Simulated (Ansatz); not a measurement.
Crystal: Gd.

```
Gd
1.0
     0.00000    2.58582    2.58582
     2.58582    0.00000    2.58582
     2.58582    2.58582    0.00000
Gd
1
Direct
  0.00000 0.00000 0.00000
```

This isn't the form of Gd at room conditions, which is hcp.

Alike in all runs: program Ansatz 0.2.0; functional PBE; potentials or basis Ansatz PAW; cutoff 420 eV (not typed: the program's choice for these potentials); k mesh 8 × 8 × 8; occupations fermi-dirac, width 0.05 eV.

Q: Only the start or the spin constraint differs. Which run ends lowest in energy?
A. collinear spin, ferromagnetic start of up to 3.5 μB; fixed moment 3.5
B. collinear spin, ferromagnetic start of up to 10.5 μB; fixed moment 10.5
C. collinear spin, ferromagnetic start of up to 1.8 μB; fixed moment 1.8
D. collinear spin, ferromagnetic start of up to 7 μB; fixed moment 7
E. collinear spin, ferromagnetic start of up to 5.2 μB; fixed moment 5.2
F. collinear spin, ferromagnetic start of up to 8.8 μB; fixed moment 8.8

A: D.

```tsv
start	free energy over the lowest (meV/atom)	net moment (μB)	site or absolute moments (μB)	gap
collinear spin, ferromagnetic start of up to 10.5 μB; fixed moment 10.5	6355.5	10.50	Gd +9.26	-
collinear spin, ferromagnetic start of up to 14 μB; fixed moment 14	44628.2	14.00	Gd +12.68	-
collinear spin, ferromagnetic start of up to 3.5 μB; fixed moment 3.5	2904.2	3.50	Gd +4.55	-
collinear spin, ferromagnetic start of up to 5.2 μB; fixed moment 5.2	660.3	5.20	Gd +5.88	-
collinear spin, ferromagnetic start of up to 7 μB; fixed moment 7	0.0	7.00	Gd +6.96	-
collinear spin, ferromagnetic start of up to 8.8 μB; fixed moment 8.8	209.1	8.80	Gd +8.07	-
collinear spin, ferromagnetic start of up to 1.8 μB; fixed moment 1.8	4920.0	1.80	Gd +2.82	-
collinear spin, program default start; fixed moment 0	7282.6	0.00	-	-
```

All polarised runs hold their moment fixed, so the table maps the energy against it. A still lower state may exist.

Caveats: spin-orbit coupling is left out, which moves the levels of the heavy elements; the total moment is fixed, so each spin has its own Fermi level.
